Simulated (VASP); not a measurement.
# PbSe (Clausthalite) (Fm-3m) in VASP: a series of runs, part 2 of 2

VASP 6.6.1. The steps go on from the part before.

**4. Elastic constants, LDA**

The input, POSCAR:

```
PbSe
1.0
    0.0000000000      3.0606500000      3.0606500000
    3.0606500000      0.0000000000      3.0606500000
    3.0606500000      3.0606500000      0.0000000000
Pb Se
1 1
Direct
    0.0000000000      0.0000000000      0.0000000000
    0.5000000000      0.5000000000      0.5000000000
```

The input, INCAR.step1:

```
PREC = Accurate
ENCUT = 580
EDIFF = 1E-8
ISMEAR = 0
SIGMA = 0.05
LREAL = F
LASPH = T
NELM = 60
ALGO = Normal
ISIF = 3
LWAVE = F
LCHARG = F
GGA = CA
IBRION = 2
NSW = 40
EDIFFG = -0.002
```

The input, INCAR.step2:

```
PREC = Accurate
ENCUT = 580
EDIFF = 1E-8
ISMEAR = 0
SIGMA = 0.05
LREAL = F
LASPH = T
NELM = 60
ALGO = Normal
ISIF = 3
LWAVE = F
LCHARG = F
GGA = CA
IBRION = 6
NFREE = 2
POTIM = 0.015
NSW = 1
```

The input, KPOINTS:

```
Automatic mesh
0
Gamma
  6 6 6
```

Potentials or basis: VASP PAW LDA potentials, release 64 (Pb, Se).

Started as:

```bash
cat potpaw_LDA.64/Pb/POTCAR potpaw_LDA.64/Se/POTCAR > POTCAR
cp INCAR.step1 INCAR
mpirun -np 1 vasp_std > vasp.out
cp CONTCAR POSCAR
cp INCAR.step2 INCAR
mpirun -np 1 vasp_std > vasp.out
```

OUTCAR:

```text
PREC = Accurate
   ENCUT = 580
   EDIFF = 1E-8
   ISMEAR = 0
   LREAL = F
   LASPH = T
   NELM = 60
   ISIF = 3
   GGA = CA
   IBRION = 6
   NFREE = 2
   POTIM = 0.015
   NSW = 1

 ion  position               nearest neighbor table
   1  0.000  0.000  0.000-   2 3.02   2 3.02   2 3.02   2 3.02   2 3.02   2 3.02
   2  0.500  0.500  0.500-   1 3.02   1 3.02   1 3.02   1 3.02   1 3.02   1 3.02

  LATTYP: Found a face centered cubic cell.
 ALAT       =     6.0312396629

  Lattice vectors:

 A1 = (   0.0000000000,   3.0156198315,   3.0156198315)
 A2 = (   3.0156198315,   0.0000000000,   3.0156198315)
 A3 = (   3.0156198315,   3.0156198315,   0.0000000000)

Analysis of symmetry for initial positions (statically):
=====================================================================
 Subroutine PRICEL returns:
 Original cell was already a primitive cell.

 Routine SETGRP: Setting up the symmetry group for a
 face centered cubic supercell.

 Subroutine GETGRP returns: Found 48 space group operations
 (whereof 48 operations were pure point group operations)
 out of a pool of 48 trial point group operations.

The static configuration has the point symmetry O_h .

Analysis of symmetry for dynamics (positions and initial velocities):
=====================================================================
 Subroutine PRICEL returns:
 Original cell was already a primitive cell.

[... 943 lines left out ...]
  in kB        0.0836152     -0.0740802     -0.0740802      0.0000000     -0.0000000      0.0000000
  external PRESSURE =      -0.0215150 kB  Pullay stress =       0.0000000 kB
[... 17 lines left out ...]
  FREE ENERGIE OF THE ION-ELECTRON SYSTEM (eV)
  ---------------------------------------------------
  free  energy   TOTEN  =        -9.5190419840 eV

  energy  without entropy=       -9.5181777685  energy(sigma->0) =       -9.51860988

 INTERNAL STRAIN TENSORS FROM STRAINED CELLS
 ============================================

 INTERNAL STRAIN TENSOR FOR ION    1 for displacements in x,y,z  (eV/Angst):
          X           Y           Z          XY          YZ          ZX
  --------------------------------------------------------------------------------
  x     0.00000    -0.00000    -0.00000    -0.00000     0.00000     0.00000
  y     0.00000    -0.00000     0.00000     0.00000     0.00000    -0.00000
  z    -0.00000     0.00000     0.00000    -0.00000     0.00000     0.00000

 INTERNAL STRAIN TENSORS FROM DISPLACED ATOMS
 ============================================

 INTERNAL STRAIN TENSOR FOR ION    1 for displacements in x,y,z  (eV/Angst):
          X           Y           Z          XY          YZ          ZX
  --------------------------------------------------------------------------------
  x     0.00000     0.00000     0.00000     0.00000     0.00000     0.00000
  y     0.00000     0.00000     0.00000     0.00000     0.00000     0.00000
  z     0.00000     0.00000     0.00000     0.00000     0.00000     0.00000

 INTERNAL STRAIN TENSOR FOR ION    2 for displacements in x,y,z  (eV/Angst):
          X           Y           Z          XY          YZ          ZX
  --------------------------------------------------------------------------------
  x     0.00000     0.00000     0.00000     0.00000     0.00000     0.00000
  y     0.00000     0.00000     0.00000     0.00000     0.00000     0.00000
  z     0.00000     0.00000     0.00000     0.00000     0.00000     0.00000

 Eigenvectors and eigenvalues of the dynamical matrix
 ----------------------------------------------------

   1 f  =    0.000632 THz     0.003968 2PiTHz    0.021066 cm-1     0.002612 meV
             X         Y         Z           dx          dy          dz
      0.000000  0.000000  0.000000     0.000000   -0.850723    0.000000
      3.015620  3.015620  3.015620     0.000000   -0.525614    0.000000
[... 21 lines left out ...]
   6 f/i=    1.656084 THz    10.405482 2PiTHz   55.241012 cm-1     6.849009 meV
             X         Y         Z           dx          dy          dz
      0.000000  0.000000  0.000000    -0.525614    0.000000    0.000000
      3.015620  3.015620  3.015620     0.850723    0.000000    0.000000

--------------------------------------------------------------------------------------------------------

 ELASTIC MODULI CONTR FROM IONIC RELAXATION (kBar)
 Direction    XX          YY          ZZ          XY          YZ          ZX
 --------------------------------------------------------------------------------
 XX           0.0000      0.0000      0.0000      0.0000      0.0000      0.0000
 YY           0.0000      0.0000      0.0000      0.0000      0.0000      0.0000
 ZZ           0.0000      0.0000      0.0000      0.0000      0.0000      0.0000
 XY           0.0000      0.0000      0.0000      0.0000      0.0000      0.0000
 YZ           0.0000      0.0000      0.0000      0.0000      0.0000      0.0000
 ZX           0.0000      0.0000      0.0000      0.0000      0.0000      0.0000
 --------------------------------------------------------------------------------

 TOTAL ELASTIC MODULI (kBar)
 Direction    XX          YY          ZZ          XY          YZ          ZX
 --------------------------------------------------------------------------------
 XX        1480.5751     55.3369     55.3369     -0.0000      0.0000     -0.0000
 YY          55.3369   1480.5751     55.3369     -0.0000     -0.0000     -0.0000
 ZZ          55.3369     55.3369   1480.5751      0.0000      0.0000      0.0000
 XY          -0.0000     -0.0000      0.0000     59.0794      0.0000      0.0000
 YZ           0.0000     -0.0000      0.0000      0.0000     59.0794      0.0000
 ZX          -0.0000     -0.0000      0.0000      0.0000      0.0000     59.0794
 --------------------------------------------------------------------------------
```

OSZICAR.step1:

```text
N       E                     dE             d eps       ncg     rms          rms(c)
DAV:   1     0.332822513541E+02    0.33282E+02   -0.41254E+03   288   0.966E+02
DAV:   2    -0.759637106179E+01   -0.40879E+02   -0.39767E+02   457   0.122E+02
DAV:   3    -0.976424528391E+01   -0.21679E+01   -0.21621E+01   360   0.314E+01
[... 28 lines left out ...]
DAV:   4    -0.951901156394E+01    0.16713E-03   -0.27018E-04   296   0.857E-02    0.788E-02
DAV:   5    -0.951900028776E+01    0.11276E-04   -0.37169E-05   302   0.392E-02    0.603E-02
DAV:   6    -0.951900117894E+01   -0.89118E-06   -0.24305E-06   289   0.930E-03    0.623E-03
DAV:   7    -0.951900101138E+01    0.16756E-06   -0.43702E-07   305   0.444E-03    0.236E-03
DAV:   8    -0.951900101298E+01   -0.15964E-08   -0.68866E-09   185   0.663E-04
   3 F= -.95190010E+01 E0= -.95184817E+01  d E =-.180841E-01
```

It took 3.7 min on 1 thread of Intel Xeon Platinum 8488C (Sapphire Rapids), shared host; peak memory 0.23 GiB.

Results:

| Item | Value |
| --- | --- |
| Relaxed volume | 27.42 Å³/atom |
| Relaxed cell | a = 4.265 Å, b = 4.265 Å, c = 4.265 Å, α = 60.00°, β = 60.00°, γ = 60.00° |
| Space group after relaxing (to 0.05 Å) | Fm-3m (No. 225) |
| Elastic constants C11, C12, C44 | 148, 6, 6 GPa |
| Voigt bulk modulus | 53 GPa |
| Highest phonon frequency at Γ, LO-TO splitting left out | 0 cm⁻¹ |
| Most unstable mode | 55i cm⁻¹ |

The path:
```
step  energy change (eV)  largest force (eV/Å)  pressure (GPa)  volume (Å³)
   1              0.0000                0.0000           -2.28        57.34
   2             -0.0160                0.0000            0.83        54.02
   3             -0.0181                0.0000           -0.01        54.85
```

Final structure:
```
CELL_PARAMETERS angstrom
0.00000 3.01562 3.01562
3.01562 0.00000 3.01562
3.01562 3.01562 0.00000
ATOMIC_POSITIONS crystal
Pb 0.00000 0.00000 0.00000
Se 0.50000 0.50000 0.50000
```

Phonon frequencies in cm⁻¹ (negative: imaginary):
| q point | frequencies |
| --- | --- |
| (0.000, 0.000, 0.000) | -55 -55 -55 0 0 0 |

Elastic tensor in Voigt notation (GPa, in the Cartesian axes of the cell as first typed):
```
148   6   6   0   0   0
  6 148   6   0   0   0
  6   6 148   0   0   0
  0   0   0   6   0   0
  0   0   0   0   6   0
  0   0   0   0   0   6
```

Clamped-ion elastic tensor (GPa):
```
148   6   6   0   0   0
  6 148   6   0   0   0
  6   6 148   0   0   0
  0   0   0   6   0   0
  0   0   0   0   6   0
  0   0   0   0   0   6
```

Caveat: some modes are imaginary. Spin-orbit coupling is left out, which matters for the levels of Pb.

**5. Density of states, r2SCAN+D3(BJ)**

The input, INCAR:

```
ALGO = Normal
EDIFF = 1E-7
ENCUT = 600
ISIF = 2
ISMEAR = -5
IVDW = 12
LASPH = True
LCHARG = False
LMIXTAU = True
LORBIT = 11
LREAL = False
LWAVE = False
METAGGA = R2SCAN
NEDOS = 1001
NELM = 100
PREC = Accurate
SIGMA = 0.05
VDW_A1 = 0.49484001
VDW_A2 = 5.73083694
VDW_S6 = 1.0
VDW_S8 = 0.78981345
```

The input, KPOINTS:

```
k-points
0
Gamma
  8 8 8
```

Changes to POSCAR since step 4:

```diff
@@ -7,4 +7,4 @@
 1 1
-Direct
+Cartesian
     0.0000000000      0.0000000000      0.0000000000
-    0.5000000000      0.5000000000      0.5000000000
+    3.0606500000      3.0606500000      3.0606500000
```

Potentials or basis: VASP PAW PBE potentials, release 64 (Pb_d_GW, Se_GW).

Started as:

```bash
cat potpaw_PBE.64/Pb_d_GW/POTCAR potpaw_PBE.64/Se_GW/POTCAR > POTCAR
mpirun -np 1 vasp_std > vasp.out
```

Wall time 2.1 min (1 thread of Intel Xeon Platinum 8488C (Sapphire Rapids), shared host); peak memory 0.25 GiB.

The run converged. Its results:

| Quantity | Value |
| --- | --- |
| Free energy | -72.0527 eV |
| Pressure | 0.5 GPa |
| Band gap on the k mesh | 0.58 eV, direct |
| Valence electrons inside the program's atomic spheres | Pb 13.87; Se 3.81 |
| Dispersion energy per atom | -0.173 eV |

Levels at points of the mesh, in eV from the valence-band top:
| k point | band 9 | band 10 | band 11 | band 12 | band 13 | band 14 |
| --- | --- | --- | --- | --- | --- | --- |
| (0.00, 0.00, 0.00) | -2.04 | -2.04 | -2.04 | 5.03 | 5.03 | 5.03 |
| (0.50, 0.00, 0.00) | -1.61 | -1.61 | 0.00 | 0.58 | 1.91 | 1.91 |
| (0.50, 0.50, 0.00) | -5.16 | -3.40 | -3.40 | 4.02 | 5.99 | 5.99 |

States per cell in windows of 1 eV (zero at the valence-band top; states under -8 eV left out):
| from (eV) | total | Se2_p | Pb1_p | Pb1_s | Se2_d | Se2_s | Pb1_d |
| --- | --- | --- | --- | --- | --- | --- | --- |
| -8.0 | 0.56 | 0.02 | 0.00 | 0.32 | 0.00 | 0.06 | 0.00 |
| -7.0 | 0.04 | 0.00 | 0.00 | 0.02 | 0.00 | 0.01 | 0.00 |
| -6.0 | 0.00 | 0.00 | 0.00 | 0.00 | 0.00 | 0.00 | 0.00 |
| -5.0 | 0.52 | 0.14 | 0.06 | 0.01 | 0.00 | 0.00 | 0.00 |
| -4.0 | 1.33 | 0.44 | 0.15 | 0.02 | 0.00 | 0.00 | 0.01 |
| -3.0 | 1.95 | 0.77 | 0.16 | 0.04 | 0.00 | 0.01 | 0.02 |
| -2.0 | 1.45 | 0.61 | 0.08 | 0.12 | 0.00 | 0.01 | 0.02 |
| -1.0 | 0.73 | 0.29 | 0.03 | 0.13 | 0.00 | 0.01 | 0.01 |
| 0.0 | 0.01 | 0.00 | 0.00 | 0.00 | 0.00 | 0.00 | 0.00 |
| 1.0 | 0.55 | 0.04 | 0.16 | 0.01 | 0.01 | 0.04 | 0.00 |
| 2.0 | 1.33 | 0.12 | 0.47 | 0.02 | 0.03 | 0.05 | 0.01 |
| 3.0 | 1.42 | 0.20 | 0.46 | 0.02 | 0.04 | 0.02 | 0.01 |
| 4.0 | 1.91 | 0.36 | 0.50 | 0.02 | 0.06 | 0.01 | 0.03 |
| 5.0 | 0.94 | 0.25 | 0.23 | 0.01 | 0.02 | 0.00 | 0.01 |
| 6.0 | 0.84 | 0.07 | 0.16 | 0.01 | 0.04 | 0.00 | 0.04 |
| 7.0 | 0.90 | 0.03 | 0.14 | 0.01 | 0.05 | 0.01 | 0.05 |

Caveat: the PAW data sets were made with another functional, which shifts forces and pressure a little; spin-orbit coupling is left out, which as a rule narrows the gap of such compounds by several tenths of an eV.

**6. Overview**

| task | level | potentials or basis | cell | k mesh | cutoff (eV) | smearing | ions in elastic constants | gap on the mesh (eV) | pressure (GPa) |
| --- | --- | --- | --- | --- | --- | --- | --- | --- | --- |
| density of states | SCAN+D3 | VASP PAW PBE potentials, release 64 (Pb_d_GW, Se_GW) | as given | 8 × 8 × 8 | 550 | fermi-dirac 0.02 eV | - | 0.52 | 0.4 |
| electric field gradients | LDA | VASP PAW LDA potentials, release 64 (Pb_d, Se) | as given | 8 × 8 × 8 | 520 | gaussian 0.05 eV | - | 0.16 | -2.0 |
| elastic constants | LDA | VASP PAW LDA potentials, release 64 (Pb, Se) | relaxed | 6 × 6 × 6 | 580 | gaussian 0.05 eV | relaxed | - | - |
| density of states | r2SCAN+D3(BJ) | VASP PAW PBE potentials, release 64 (Pb_d_GW, Se_GW) | as given | 8 × 8 × 8 | 600 | tetrahedron | - | 0.58 | 0.5 |

Alike in all rows: no spin polarisation.

Caveats: spin-orbit coupling is left out, which as a rule narrows the gap of such compounds by several tenths of an eV (some runs); the PAW data sets were made with another functional, which shifts forces and pressure a little (some runs); some modes are imaginary (some runs).

Total energies depend on the potentials used, so only differences within one code and one set of settings carry meaning.

**7. How close it comes**

Step 2. Measured gap of PbSe: 0.28 eV (direct; 300 K; a printed reference work, monograph). This calculation gives 0.52 eV (+0.24 eV). 2 values of this kind are on record (0.15 to 0.28 eV); this one was drawn at random. Spin-orbit coupling on Pb, Se is left out. The value is that of SCAN+D3 on a finite k mesh, which can miss the band edges, without temperature or zero-point motion.

Step 3. A measured gap of PbSe is 0.15 eV (direct; 4.2 K; a printed reference work, monograph); the calculated 0.16 eV misses it by +0.01 eV. 2 values of this kind are on record (0.15 to 0.28 eV); this one was drawn at random. Spin-orbit coupling on Pb, Se is left out. The value is that of LDA on a finite k mesh, which can miss the band edges, without temperature or zero-point motion.

Step 5. Against the measured gap of PbSe, 0.28 eV (direct; 300 K; a printed reference work, monograph), the calculated 0.58 eV is off by +0.30 eV. 2 values of this kind are on record (0.15 to 0.28 eV); this one was drawn at random. Spin-orbit coupling on Pb, Se is left out. The value is that of r2SCAN+D3(BJ) on a finite k mesh, which can miss the band edges, without temperature or zero-point motion.
